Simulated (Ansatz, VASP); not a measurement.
# LiF: VASP beside Ansatz

```
Li F
1.0
     3.06094    0.00000    0.00000
    -1.53047    2.65085    0.00000
     0.00000    0.00000    4.80732
Li F
2 2
Direct
  0.33333 0.66667 0.38115
  0.66667 0.33333 0.88115
  0.33333 0.66667 0.99384
  0.66667 0.33333 0.49384
```

Measurements of this composition are mostly on another form, of space group No. 225.

Alike in both runs: task electric field gradients; functional PBE; k mesh 7 × 7 × 4; occupations fermi-dirac, width 0.02 eV; no spin polarisation.

|  | VASP | Ansatz |
| --- | --- | --- |
| version | VASP 6.6.1 | Ansatz 0.2.0 |
| potentials or method | VASP PAW PBE potentials, release 64 (Li_sv, F) | plane-wave PAW, scalar-relativistic |
| plane-wave cutoff (eV) | 520 | 420 |
| valence electrons in the cell | 20 | 20 |

```csv
,VASP,Ansatz,Ansatz less VASP
gap on the k mesh at the Fermi level (eV),7.91,7.92,+0.014
Vzz of the field gradient on the site that differs most (V/Å²),-0.7,-0.9,-0.17
```

Caveats: an odd mesh through Γ misses points on the zone boundary, where band edges often lie. A hybrid or GW would open this gap; PBE tends to underestimate it.
